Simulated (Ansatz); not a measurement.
Input, command and steps of an Ansatz relaxation.

```yaml
crystal:
  lattice:
    - [3.9288069991, 3.9288069991, 3.9288069991]
    - [-3.9288069991, 3.9288069991, -3.9288069991]
    - [-3.9288069991, -3.9288069991, 3.9288069991]
  atoms:
    - { symbol: Cu, position: [0.0, 0.0, 0.0] }
    - { symbol: Zn, position: [0.25, 0.75, 0.0] }
    - { symbol: Zn, position: [0.0, 0.5, 0.5] }
    - { symbol: Zn, position: [0.25, 0.5, 0.25] }
    - { symbol: Zn, position: [0.5, 0.5, 0.0] }
    - { symbol: Zn, position: [0.0, 0.25, 0.75] }
    - { symbol: Zn, position: [0.25, 0.25, 0.5] }
    - { symbol: Zn, position: [0.5, 0.25, 0.25] }
    - { symbol: Zn, position: [0.75, 0.25, 0.0] }
    - { symbol: Zn, position: [0.25, 0.0, 0.75] }
    - { symbol: Zn, position: [0.5, 0.0, 0.5] }
    - { symbol: Zn, position: [0.75, 0.0, 0.25] }
    - { symbol: Zn, position: [0.5, 0.75, 0.75] }
    - { symbol: Zn, position: [0.75, 0.75, 0.5] }
    - { symbol: Zn, position: [0.75, 0.5, 0.75] }
basis:
  ecutwfc: 420
  xc_grid: 2
kpoints:
  mp_grid: { grid: [4, 4, 4], shift: [0.5, 0.5, 0.5] }
hamiltonian:
  xc: pbe
scf:
  occupations: { method: gaussian, width: 0.1 }
output:
  forces: true
  stress: false
  eigenvalues: true
  write_density: true
  write_potential: true
  elf: true
  volumetric_format: npy
relax:
  adjacent_minimum: "off"
  f_tol: 0.02
  max_steps: 60
```

```bash
ansatz run input.yaml --threads 4 --pin off --max-ram 8192MiB --backend cpu --events-out ev --progress --plain --runs-dir out
```

Computed with DFT PBE, scalar-relativistic, plane waves, PAW (Ansatz).

The cell holds a point defect: Cu on a Zn site beside a Zn vacancy, neutral.

Of 4 frames 4 are shown, positions in Å and forces in eV/Å; the SCF threshold varies from step to step.

```xyz
15
Lattice="3.9288 3.9288 3.9288 -3.9288 3.9288 -3.9288 -3.9288 -3.9288 3.9288" Properties=species:S:1:pos:R:3:forces:R:3 pbc="T T T" step=1 free_energy_over_end_meV_per_atom=6.94
Cu    0.0000    0.0000    0.0000    0.0000    0.0722   -0.0722
Zn   -1.9644    3.9288   -1.9644   -0.2711   -0.1392   -0.1354
Zn   -3.9288    0.0000    0.0000    0.0000    0.1275   -0.1275
Zn   -1.9644    1.9644    0.0000    0.0204   -0.1502   -0.1108
Zn    0.0000    3.9288    0.0000    0.0000    0.1296    0.1491
Zn   -3.9288   -1.9644    1.9644    0.0000   -0.1193    0.1193
Zn   -1.9644    0.0000    1.9644    0.2711   -0.1392   -0.1354
Zn    0.0000    1.9644    1.9644    0.0000   -0.1256   -0.1511
Zn    1.9644    3.9288    1.9644    0.0204    0.1108    0.1502
Zn   -1.9644   -1.9644    3.9288   -0.0204   -0.1502   -0.1108
Zn    0.0000    0.0000    3.9288    0.0000   -0.1491   -0.1296
Zn    1.9644    1.9644    3.9288    0.2711    0.1354    0.1392
Zn   -3.9288    1.9644    1.9644    0.0000    0.1511    0.1256
Zn   -1.9644    3.9288    1.9644   -0.0204    0.1108    0.1502
Zn   -1.9644    1.9644    3.9288   -0.2711    0.1354    0.1392
15
Lattice="3.9288 3.9288 3.9288 -3.9288 3.9288 -3.9288 -3.9288 -3.9288 3.9288" Properties=species:S:1:pos:R:3:forces:R:3 pbc="T T T" step=2 free_energy_over_end_meV_per_atom=2.02
Cu    0.0000    0.0201   -0.0201    0.0000    0.0578   -0.0578
Zn   -2.0048    3.9082   -1.9793   -0.1373   -0.0737   -0.0529
Zn   -3.9288    0.0120   -0.0120    0.0000    0.0529   -0.0529
Zn   -1.9628    1.9489   -0.0108    0.0077   -0.0524   -0.0358
Zn    0.0000    3.9425    0.0185    0.0000    0.0690    0.0738
Zn   -3.9288   -1.9695    1.9695    0.0000   -0.0310    0.0310
Zn   -1.9240   -0.0206    1.9495    0.1373   -0.0737   -0.0529
Zn    0.0000    1.9516    1.9531    0.0000   -0.0599   -0.0593
Zn    1.9661    3.9396    1.9799    0.0077    0.0358    0.0524
Zn   -1.9661   -1.9799    3.9180   -0.0077   -0.0524   -0.0358
Zn    0.0000   -0.0185    3.9151    0.0000   -0.0738   -0.0690
Zn    2.0048    1.9793    3.9494    0.1373    0.0529    0.0737
Zn   -3.9288    1.9757    1.9772    0.0000    0.0593    0.0599
Zn   -1.9661    3.9396    1.9799   -0.0077    0.0358    0.0524
Zn   -2.0048    1.9793    3.9494   -0.1373    0.0529    0.0737
15
Lattice="3.9288 3.9288 3.9288 -3.9288 3.9288 -3.9288 -3.9288 -3.9288 3.9288" Properties=species:S:1:pos:R:3:forces:R:3 pbc="T T T" step=3 free_energy_over_end_meV_per_atom=0.15
Cu    0.0000    0.0550   -0.0550    0.0000    0.0373   -0.0373
Zn   -2.0558    3.8834   -1.9899   -0.0105   -0.0114    0.0005
Zn   -3.9288    0.0205   -0.0205    0.0000    0.0053   -0.0053
Zn   -1.9617    1.9412   -0.0147    0.0029   -0.0001    0.0068
Zn    0.0000    3.9567    0.0402    0.0000   -0.0110    0.0111
Zn   -3.9288   -1.9589    1.9589    0.0000    0.0113   -0.0113
Zn   -1.8730   -0.0454    1.9389    0.0105   -0.0114    0.0005
Zn    0.0000    1.9381    1.9500    0.0000    0.0152    0.0095
Zn    1.9671    3.9435    1.9876    0.0029   -0.0068    0.0001
Zn   -1.9671   -1.9876    3.9141   -0.0029   -0.0001    0.0068
Zn    0.0000   -0.0402    3.9009    0.0000   -0.0111    0.0110
Zn    2.0558    1.9899    3.9742    0.0105   -0.0005    0.0114
Zn   -3.9288    1.9788    1.9907    0.0000   -0.0095   -0.0152
Zn   -1.9671    3.9435    1.9876   -0.0029   -0.0068    0.0001
Zn   -2.0558    1.9899    3.9742   -0.0105   -0.0005    0.0114
15
Lattice="3.9288 3.9288 3.9288 -3.9288 3.9288 -3.9288 -3.9288 -3.9288 3.9288" Properties=species:S:1:pos:R:3:forces:R:3 pbc="T T T" step=4 free_energy_over_end_meV_per_atom=0.00
Cu    0.0000    0.0801   -0.0801    0.0000    0.0004   -0.0004
Zn   -2.0724    3.8774   -1.9900   -0.0014   -0.0022   -0.0001
Zn   -3.9288    0.0249   -0.0249    0.0000    0.0007   -0.0007
Zn   -1.9596    1.9408   -0.0116    0.0002    0.0004    0.0022
Zn    0.0000    3.9451    0.0421    0.0000   -0.0002    0.0063
Zn   -3.9288   -1.9463    1.9463    0.0000    0.0057   -0.0057
Zn   -1.8565   -0.0515    1.9388    0.0014   -0.0022   -0.0001
Zn    0.0000    1.9419    1.9637    0.0000    0.0106    0.0033
Zn    1.9692    3.9405    1.9880    0.0002   -0.0022   -0.0004
Zn   -1.9692   -1.9880    3.9172   -0.0002    0.0004    0.0022
Zn    0.0000   -0.0421    3.9125    0.0000   -0.0063    0.0002
Zn    2.0724    1.9900    3.9803    0.0014    0.0001    0.0022
Zn   -3.9288    1.9651    1.9869    0.0000   -0.0033   -0.0106
Zn   -1.9692    3.9405    1.9880   -0.0002   -0.0022   -0.0004
Zn   -2.0724    1.9900    3.9803   -0.0014    0.0001    0.0022
```

It took 63 s on 4 threads of Arm Neoverse V2, with other jobs on the host, peak memory 1 GiB.